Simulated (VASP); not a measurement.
# H (I4/mmm) in VASP: further runs

The runs below take H through single point, with PBE.

Program: VASP 6.6.1. These are calculated values, not measurements. Logs are shortened: lines on timing, memory, paths and dates and some standing lists are left out, and cuts for length are marked.

### 1 The structure

Symmetry: I4/mmm, No. 139, tetragonal system. The conventional cell has a = 3.383 Å, b = 3.383 Å, c = 4.117 Å, α = 90.00°, β = 90.00°, γ = 90.00°. Around H (site symmetry 4mm) lie 1 H at 0.74 Å.

### 2 Single point, PBE

INCAR

```
SYSTEM = H
PREC = Accurate
ENCUT = 300
EDIFF = 1E-6
ISMEAR = 1
SIGMA = 0.2
LREAL = .False.
LASPH = .True.
NELM = 100
ALGO = Normal
ISIF = 2
LWAVE = .False.
LCHARG = .False.
GGA = PE
NBANDS = 8
ADDGRID = .False.
```

KPOINTS

```
regular mesh
0
Gamma
  6 6 6
  0 0 0
```

POSCAR

```
H
1.0
   -1.6915344700      1.6915344700      2.0584739900
    1.6915344700     -1.6915344700      2.0584739900
    1.6915344700      1.6915344700     -2.0584739900
H
2
Direct
    0.0901377100      0.0901377100      0.0000000000
    0.9098622900      0.9098622900      0.0000000000
```

Potentials or basis: VASP PAW PBE potentials, release 64 (H).

On the command line:

```sh
cat potpaw_PBE.64/H/POTCAR > POTCAR
mpirun -np 1 vasp_std > vasp.out
```

OUTCAR:

```text
SYSTEM = H
   PREC = Accurate
   ENCUT = 300
   EDIFF = 1E-6
   ISMEAR = 1
   LREAL = .False.
   LASPH = .True.
   NELM = 100
   ISIF = 2
   GGA = PE

 Found     30 irreducible k-points:

 Following reciprocal coordinates:
            Coordinates               Weight
  0.000000  0.000000  0.000000      1.000000
  0.166667 -0.000000  0.000000      8.000000
  0.333333 -0.000000  0.000000      8.000000
  0.500000 -0.000000  0.000000      4.000000
  0.166667  0.166667  0.000000      8.000000
  0.333333  0.166667  0.000000     16.000000
   k-points           NKPTS =     30   k-points in BZ     NKDIM =     30   number of bands    NBANDS=      8
   number of dos      NEDOS =    301   number of ions     NIONS =      2
   total plane-waves  NPLWV =   5832
   dimension x,y,z NGX =    18 NGY =   18 NGZ =   18
   dimension x,y,z NGXF=    36 NGYF=   36 NGZF=   36
   ions per type =               2
   NGX,Y,Z   is equivalent  to a cutoff of   9.48,  9.48,  9.48 a.u.
   NGXF,Y,Z  is equivalent  to a cutoff of  18.96, 18.96, 18.96 a.u.
 SYSTEM =  H
   PREC   = accura    normal or accurate (medium, high low for compatibility)
   ISTART =      0    job   : 0-new  1-cont  2-samecut
   ICHARG =      2    charge: 1-file 2-atom 10-const
   ISPIN  =      1    spin polarized calculation?
   LNONCOLLINEAR =      F non collinear calculations
   LSORBIT =      F    spin-orbit coupling
   LASPH  =      T    aspherical Exc in radial PAW
   ENCUT  =  300.0 eV  22.05 Ry    4.70 a.u.   4.46  4.46  4.46*2*pi/ulx,y,z
   NELM   =    100;   NELMIN=  2; NELMDL= -5     # of ELM steps
   EDIFF  = 0.1E-05   stopping-criterion for ELM
   LREAL  =      F    real-space projection
   EDIFFG = 0.1E-04   stopping-criterion for IOM
   NSW    =      0    number of steps for IOM
   IBRION =     -1    ionic relax: 0-MD 1-quasi-New 2-CG
   NFREE  =      0    steps in history (QN), initial steepest desc. (CG)
   ISIF   =      2    stress and relaxation
   ISYM   =      2    0-nonsym 1-usesym 2-fastsym
   POTIM  = 0.5000    time-step for ionic-motion
   TEBEG  =    0.0;   TEEND  =   0.0 temperature during run
   PSTRESS=    0.0 pullay stress
   NELECT =       2.0000    total number of electrons
   NUPDOWN=      -1.0000    fix difference up-down
   EMIN   =  10.00;   EMAX   =-10.00  energy-range for DOS
   EFERMI =   0.00;   METHOD = LEGACY
   ISMEAR =     1;   SIGMA  =   0.20  broadening in eV -4-tet -1-fermi 0-gaus
   EFERMI_NEDOS =   21; number of points for ismear=-14 and -15
   IALGO  =     38    algorithm
   IMIX   =      4    mixing-type and parameters
     AMIX     =   0.40;   BMIX     =  1.00
     AMIX_MAG =   1.60;   BMIX_MAG =  1.00
  volume/ion in A,a.u.               =      11.78        79.49
  Fermi-wavevector in a.u.,A,eV,Ry     =   0.719497  1.359653  7.043413  0.517676
  Thomas-Fermi vector in A             =   1.808708
   LORBIT       =      0    0 simple, 1 ext, 2 COOP (PROOUT), +10 PAW based schemes
   GGA     = PE    functional components
   LHFCALC =     F    Hartree Fock is set to
   AEXX    =    0.0000 exact exchange contribution
   IVDW    =     0    specifies the selected vdW correction
   LEPSILON=     F    determine dielectric tensor
   LRPA    =     F    only Hartree local field effects (RPA)
 non-spin polarized calculation
 Methfessel and Paxton  Order N= 1 SIGMA  =   0.20
  energy-cutoff  :      300.00
  volume of cell :       23.56
 maximum number of plane-waves:       289
 NGX is ok and might be reduce to    18
   NGX =  9   NGY =  9   NGZ =  9

 number of electron       1.9999998 magnetization

 Free energy of the ion-electron system (eV)
  ---------------------------------------------------
  ext. energy  EPLUGINS =         0.00000000
  ---------------------------------------------------
  free energy    TOTEN  =        -6.73577328 eV

  energy without entropy =       -6.73709105  energy(sigma->0) =       -6.73621254

 E-fermi :  -8.0974     XC(G=0):  -5.3637

 val. band max:       -8.1239163794   @ k =   0.5000   0.5000   0.5000
 cond. band min:       0.7691317791   @ k =   0.5000  -0.0000   0.0000
 fundamental gap:      8.8930481584
 Fermi energy:        -8.0973776097

 k-point     1 :       0.0000    0.0000    0.0000
  band No.  band energies     occupation
      1     -10.5099      2.00000
      2       5.4499      0.00000
      3       8.9464      0.00000
      4      15.3755      0.00000
      5      15.3755      0.00000
      6      17.4622      0.00000
      7      17.4623      0.00000
      8      18.9325      0.00000

 k-point     2 :       0.1667   -0.0000    0.0000
  band No.  band energies     occupation
      1     -10.1778      2.00000
      2       4.0945      0.00000
      3       9.3969      0.00000
      4      12.8623      0.00000
      5      13.8744      0.00000
      6      17.7434      0.00000
      7      18.1901      0.00000
      8      18.5776      0.00000

 k-point     3 :       0.3333   -0.0000    0.0000
  band No.  band energies     occupation
      1      -9.4032      2.00000
      2       1.8559      0.00000
      3       9.2773      0.00000
      4      10.8880      0.00000
      5      12.5830      0.00000
      6      15.8161      0.00000
      7      17.2276      0.00000
      8      19.8123      0.00000

 k-point     4 :       0.5000   -0.0000    0.0000
  band No.  band energies     occupation
      1      -8.9398      2.00000
      2       0.7691      0.00000
      3       8.8010      0.00000
      4      10.6317      0.00000
      5      12.1637      0.00000
      6      15.0747      0.00000
      7      17.6619      0.00000
      8      18.0583      0.00000

 k-point     5 :       0.1667    0.1667    0.0000
  band No.  band energies     occupation
      1      -9.6553      2.00000
      2       2.5814      0.00000
      3       9.2313      0.00000
      4      10.5809      0.00000
      5      13.5904      0.00000
      6      16.5517      0.00000
      7      18.0279      0.00000
      8      20.3414      0.00000

 k-point     6 :       0.3333    0.1667    0.0000
  band No.  band energies     occupation
      1      -8.9694      2.00000
      2       1.3799      0.00000
      3       6.8955      0.00000
      4      10.2237      0.00000
      5      12.9341      0.00000
      6      16.0909      0.00000
      7      18.3905      0.00000
      8      20.7305      0.00000

 [... further k-points ...]

------------------------ aborting loop because EDIFF is reached ----------------------------------------

  FORCE on cell =-STRESS in cart. coord.  units (eV):
  Direction    XX          YY          ZZ          XY          YZ          ZX
  --------------------------------------------------------------------------------------
  -------------------------------------------------------------------------------------
  Total       -0.2875127     -0.2875127     -0.0839097      0.0000000     -0.0000000      0.0000000
  in kB      -19.5524234    -19.5524234     -5.7063120      0.0000000     -0.0000000      0.0000000
  external PRESSURE =     -14.9370529 kB  Pullay stress =       0.0000000 kB

 VOLUME and BASIS-vectors are now :
 -----------------------------------------------------------------------------
  energy-cutoff  :      300.00
  volume of cell :       23.56
      direct lattice vectors                 reciprocal lattice vectors
    -1.691534470  1.691534470  2.058473990     0.000000000  0.295589602  0.242898381
     1.691534470 -1.691534470  2.058473990     0.295589602  0.000000000  0.242898381
     1.691534470  1.691534470 -2.058473990     0.295589602  0.295589602  0.000000000

 POSITION                                       TOTAL-FORCE (eV/Angst)
 -----------------------------------------------------------------------------------
      0.00000      0.00000      0.37109         0.000000      0.000000      0.282654
      0.00000      0.00000      3.74586        -0.000000     -0.000000     -0.282654
 -----------------------------------------------------------------------------------
    total drift:                               -0.000000      0.000000      0.000000

  FREE ENERGIE OF THE ION-ELECTRON SYSTEM (eV)
  ---------------------------------------------------
  free  energy   TOTEN  =        -6.7357732794 eV

  energy  without entropy=       -6.7370910531  energy(sigma->0) =       -6.73621254
```

It took 4.1 s on 1 thread of Intel Xeon Platinum 8259CL at 2.50GHz (Skylake/Cascade Lake), shared host; peak memory 0.1 GiB.

The run converged, but some of its settings lie outside the range that counts as converged, so its numbers aren't taken as properties of the crystal.

Results:

```yaml
Free_energy: -6.7358 eV
Pressure: -1.5 GPa
Largest_force: 0.283 eV/Å
Band_gap_on_the_k_mesh: 8.89 eV, indirect (least direct gap 9.71 eV)
```

Caveat: the k mesh is coarse (spacing up to 0.44 Å⁻¹), so the values aren't converged; the cutoff is under 1.25 times the usual one of these potentials, so pressure, stress and relaxed cells hold a basis-set (Pulay) error.

### 3 Single point, PBE

Changes to INCAR since step 2:

```diff
@@ -2,3 +2,3 @@
 PREC = Accurate
-ENCUT = 300
+ENCUT = 450
 EDIFF = 1E-6
```

KPOINTS

```
regular mesh
0
Gamma
  5 5 5
  0 0 0
```

POSCAR is that of step 2.

Potentials or basis: VASP PAW PBE potentials, release 64 (H).

On the command line:

```sh
cat potpaw_PBE.64/H/POTCAR > POTCAR
mpirun -np 1 vasp_std > vasp.out
```

It took 4.9 s on 1 thread of Intel Xeon Platinum 8259CL at 2.50GHz (Skylake/Cascade Lake), shared host; peak memory 0.12 GiB.

The run converged, but some of its settings lie outside the range that counts as converged, so its numbers aren't taken as properties of the crystal.

What came out:

| Item | Value |
| --- | --- |
| Free energy | -6.7759 eV |
| Pressure | 0.3 GPa |
| Largest force | 0.276 eV/Å |
| Band gap on the k mesh | 9.47 eV, indirect (least direct gap 10.15 eV) |

Caveat: the k mesh is coarse (spacing up to 0.53 Å⁻¹), so the values aren't converged; an odd mesh through Γ misses points on the zone boundary, where band edges often lie.

### 4 Single point, PBE

Changes to INCAR since step 3:

```diff
@@ -2,3 +2,3 @@
 PREC = Accurate
-ENCUT = 450
+ENCUT = 350
 EDIFF = 1E-6
```

KPOINTS

```
regular mesh
0
Gamma
  6 6 6
  0 0 0
```

POSCAR is that of step 3.

Potentials or basis: VASP PAW PBE potentials, release 64 (H).

On the command line:

```sh
cat potpaw_PBE.64/H/POTCAR > POTCAR
mpirun -np 1 vasp_std > vasp.out
```

OUTCAR:

```text
SYSTEM = H
   PREC = Accurate
   ENCUT = 350
   EDIFF = 1E-6
   ISMEAR = 1
   LREAL = .False.
   LASPH = .True.
   NELM = 100
   ISIF = 2
   GGA = PE

 Found     30 irreducible k-points:

 Following reciprocal coordinates:
            Coordinates               Weight
  0.000000  0.000000  0.000000      1.000000
  0.166667 -0.000000  0.000000      8.000000
  0.333333 -0.000000  0.000000      8.000000
  0.500000 -0.000000  0.000000      4.000000
  0.166667  0.166667  0.000000      8.000000
[... 142 lines left out ...]

------------------------ aborting loop because EDIFF is reached ----------------------------------------

  FORCE on cell =-STRESS in cart. coord.  units (eV):
  Direction    XX          YY          ZZ          XY          YZ          ZX
  --------------------------------------------------------------------------------------
  -------------------------------------------------------------------------------------
  Total       -0.1538437     -0.1538437      0.0340526      0.0000000      0.0000000      0.0000000
  in kB      -10.4622081    -10.4622081      2.3157604      0.0000000      0.0000000      0.0000000
  external PRESSURE =      -6.2028853 kB  Pullay stress =       0.0000000 kB

 VOLUME and BASIS-vectors are now :
 -----------------------------------------------------------------------------
  energy-cutoff  :      350.00
  volume of cell :       23.56
      direct lattice vectors                 reciprocal lattice vectors
    -1.691534470  1.691534470  2.058473990     0.000000000  0.295589602  0.242898381
     1.691534470 -1.691534470  2.058473990     0.295589602  0.000000000  0.242898381
     1.691534470  1.691534470 -2.058473990     0.295589602  0.295589602  0.000000000

 POSITION                                       TOTAL-FORCE (eV/Angst)
 -----------------------------------------------------------------------------------
      0.00000      0.00000      0.37109        -0.000000     -0.000000      0.293879
      0.00000      0.00000      3.74586         0.000000      0.000000     -0.293879
 -----------------------------------------------------------------------------------
    total drift:                                0.000000     -0.000000      0.000000

  FREE ENERGIE OF THE ION-ELECTRON SYSTEM (eV)
  ---------------------------------------------------
  free  energy   TOTEN  =        -6.7549387397 eV

  energy  without entropy=       -6.7562184671  energy(sigma->0) =       -6.75536532
```

stdout:

```text
POSCAR found type information on POSCAR H
 POSCAR found :  1 types and       2 ions
 scaLAPACK will be used
 LDA part: xc-table for (Slater+PW92), standard interpolation
 POSCAR, INCAR and KPOINTS ok, starting setup
 FFT: planning ... GRIDC
 FFT: planning ... GRID_SOFT
 FFT: planning ... GRID
 WAVECAR not read
 entering main loop
```

Wall time 4.9 s (1 thread of Intel Xeon Platinum 8259CL at 2.50GHz (Skylake/Cascade Lake), shared host); peak memory 0.11 GiB.

The run converged, but some of its settings lie outside the range that counts as converged, so its numbers aren't taken as properties of the crystal.

What came out:

* Free energy: -6.7549 eV
* Pressure: -0.6 GPa
* Largest force: 0.294 eV/Å
* Band gap on the k mesh: 8.91 eV, indirect (least direct gap 9.73 eV)

Caveat: the k mesh is coarse (spacing up to 0.44 Å⁻¹), so the values aren't converged.

### 5 The reference run

An earlier run on the cell as given: functional PBE; potentials or basis VASP PAW PBE potentials, release 64 (H); cutoff 520 eV; k mesh 11 × 11 × 11; occupations fermi-dirac, width 0.05 eV; no spin polarisation.

- Pressure: 0.6 GPa
- Largest force: 0.264 eV/Å
- Band gap on the k mesh: 9.05 eV, indirect (least direct gap 9.84 eV)
